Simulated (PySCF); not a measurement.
Species: C4H10O.
SMILES with atom numbers: `[CH3:1][C:2]([CH3:3])([CH3:4])[OH:5]` (hydrogens: H6, H7, H8 on C1; H9, H10, H11 on C3; H12, H13, H14 on C4; H15 on O5)

Geometry (PBE0-D3(BJ)/def2-TZVP, Å), atoms numbered from 1 in this order:
```
atom  x, y, z in Å
C1    -1.1652   -0.8195    0.2288
C2     0.0806    0.0560    0.2225
C3    -0.1034    1.2460   -0.7097
C4     1.3034   -0.7510   -0.1720
O5     0.3493    0.5185    1.5449
H6    -2.0403   -0.2434    0.5450
H7    -1.3725   -1.2206   -0.7661
H8    -1.0353   -1.6539    0.9207
H9    -0.9696    1.8432   -0.4080
H10    0.7808    1.8857   -0.6827
H11   -0.2671    0.9207   -1.7399
H12    1.1815   -1.1751   -1.1705
H13    1.4610   -1.5653    0.5376
H14    2.1915   -0.1162   -0.1679
H15   -0.4003    1.0469    1.8330
```

All values: wB97X-D/pcSseg-2 (PySCF, non-relativistic), on one gas-phase PBE0-D3(BJ)/def2-TZVP geometry that isn't relaxed in the solvent. The solvent is an IEF-PCM continuum (cavity from Bondi-type radii × 1.2). The model holds no explicit solvent molecules, cavitation or dispersion.

Gas phase at wB97X-D/pcSseg-2: HOMO -9.72 eV, LUMO 2.06 eV, dipole 1.62 D.

Problem. What does the continuum do to the energy, the frontier levels and the dipole at wB97X-D/pcSseg-2 in chloroform?

Solution. 
```tsv
solvent	ε	E(solvent) − E(gas) (kcal/mol)	polarisation term (kcal/mol)	distortion of the solute (kcal/mol)	HOMO (eV)	LUMO (eV)	dipole (D)
chloroform	4.711	-3.37	-3.72	0.35	-9.73	2.27	2.03
```

The polarisation term is half the interaction of the solute with the surface charges that it induces; the rest is the cost of distorting the solute's density. The sum is the electrostatic part of solvation alone.

Problem. Which radius a makes the point-dipole formula ΔE = −[(ε − 1)/(2ε + 1)]·μ²/a³ give the value in chloroform, with the gas-phase dipole?

Solution. μ = 0.637 au and |ΔE| = 0.00537 Eh give a = 1.59 Å; the farthest nucleus lies 2.21 Å from the centroid of the nuclei, so such a sphere wouldn't even hold the nuclei. The formula assumes a rigid point dipole at the centre of a sphere.

Problem. Give the dipole vector in the frame of the coordinates (D, pointing from negative to positive charge), gas and chloroform.

Solution. Gas (-1.27, 0.23, -0.98), solvent (-1.60, 0.30, -1.21). Its length changes by +25 % and its direction by less than 1°.

The pairwise dispersion term of wB97X-D wasn't added to the energies; at a given geometry it leaves orbitals and properties as they are.
